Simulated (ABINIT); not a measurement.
Runs of ABINIT 10.8.3 (patched build) on Se. It takes space group P3_121 (No. 152, trigonal). The conventional cell has a = 4.366 Å, b = 4.366 Å, c = 4.954 Å, α = 90.00°, β = 90.00°, γ = 120.00°. Around Se (site symmetry 2) lie 2 Se at 2.37 Å. 

```tsv
task	level	potentials or basis	k mesh	cutoff (eV)	most SCF steps	fine-grid cutoff	mesh quality	gap on the mesh (eV)	pressure (GPa)	largest force (eV/Å)
single point	HSE06	SG15 NC PBE v1.2	3 × 3 × 3	1061	60	-	coarse	2.27	1.2	0.02
single point	LDA	JTH PAW LDA v2.0	3 × 3 × 2	408	-	816.342 eV	coarse	1.12	-0.9	0.41
single point	PBEsol	PseudoDojo NC SR PBEsol v0.4.1 standard	7 × 7 × 6	1170	-	-	not flagged	1.13	0.2	0.31
band structure	rPW86PBE	JTH PAW PBE v2.0	7 × 7 × 6	408	-	816.342 eV	not flagged	1.19	5.4	0.78
single point	PBEsol	JTH PAW PBE v2.0	4 × 4 × 4	408	-	816.342 eV	not flagged	1.12	0.2	0.32
single point	PBE	JTH PAW PBE v2.0	4 × 4 × 4	408	-	816.342 eV	not flagged	(c)	2.7	0.42
band structure	HCTH407	JTH PAW PBE v2.0	7 × 7 × 6	408	-	816.342 eV	not flagged	1.34	(b)	(a)
band structure	RPBE	JTH PAW PBE v2.0	7 × 7 × 6	408	-	816.342 eV	not flagged	1.28	4.4	0.40
```

Alike in all rows: no spin polarisation; cell as given; smearing fermi-dirac 0.05 eV.

Task: Fill in the values left out.

Result: (a) 0.15; (b) 4.1; (c) 1.20.

Caveats: some runs use coarse meshes; the PAW data sets were made with another functional, which shifts forces and pressure a little (some runs); an odd mesh through Γ misses points on the zone boundary, where band edges often lie (some runs); the mesh misses the band edges, which the band path finds closer together (some runs); exact exchange is summed on a coarse mesh, which widens gaps by tenths of an eV (some runs); Libxc's HSE differs a little from that of other programs (some runs); the potentials were made for another functional, which shifts forces and pressure (some runs).

A k mesh can miss the band edges, and the runs leave out spin-orbit coupling on Se.

Not every run made on this cell is shown here.
